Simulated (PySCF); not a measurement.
Compound: C₄H₈.
Bonds: C1–C2 (double), C2–C3, C3–C4. Hydrogens: H5, H6 on C1; H7 on C2; H8, H9 on C3; H10, H11, H12 on C4.

Computed geometry: GFN2-xTB, gas phase.

Entries marked ? are missing. Bonds in one row agree within 0.01 Å.

```json
{"coordinate": "C1=C2", "value": "1.319 Å"}
{"coordinate": "C2–C3", "value": "?"}
{"coordinate": "C3–C4", "value": "?"}
{"coordinate": "C1–H5", "value": "1.078 Å"}
{"coordinate": "C1–H6", "value": "1.077 Å"}
{"coordinate": "C2–H7", "value": "1.083 Å"}
{"coordinate": "C3–H8, C3–H9", "value": "1.093 Å"}
{"coordinate": "C4–H10, C4–H11, C4–H12", "value": "1.088 Å"}
{"coordinate": "C2–C1–H5", "value": "121.6°"}
{"coordinate": "C2–C1–H6", "value": "122.2°"}
{"coordinate": "H5–C1–H6", "value": "116.2°"}
{"coordinate": "C1–C2–C3", "value": "124.5°"}
{"coordinate": "C1–C2–H7", "value": "?"}
{"coordinate": "C3–C2–H7", "value": "115.2°"}
{"coordinate": "C2–C3–C4", "value": "?"}
{"coordinate": "C2–C3–H8", "value": "109.1°"}
{"coordinate": "C4–C3–H8", "value": "108.9°"}
{"coordinate": "H8–C3–H9", "value": "108.2°"}
{"coordinate": "C3–C4–H10", "value": "?"}
{"coordinate": "C3–C4–H11", "value": "?"}
{"coordinate": "H10–C4–H11", "value": "108.5°"}
{"coordinate": "H11–C4–H12", "value": "108.6°"}
```

Q: Estimate the withheld lengths and angles.

A: 
- C2–C3 = 1.495 Å, drawn single (alkene CH carbon to allylic carbon); 0.01 Å above the sum of covalent radii, 1.49 Å.
- C3–C4 = 1.528 Å, drawn single (allylic carbon to methyl carbon); 0.01 Å above the sum of covalent radii, 1.52 Å.
- C1–C2–H7 = 120.3°, at the alkene CH carbon; the outer atoms are 2.086 Å apart.
- C2–C3–C4 = 111.1°, at the allylic carbon; the outer atoms are 2.494 Å apart.
- C3–C4–H10 = 110.3°, at the methyl carbon; the outer atoms are 2.161 Å apart.
- C3–C4–H11 = 110.6°, at the methyl carbon; the outer atoms are 2.165 Å apart.

Radii are Cordero's, carbon taken as 0.76, 0.73 or 0.69 Å for four, three, and two or fewer neighbours.

Whether it is a minimum is left open (no frequencies). One conformer, not necessarily the lowest (C1–C2–C3–C4 118°).
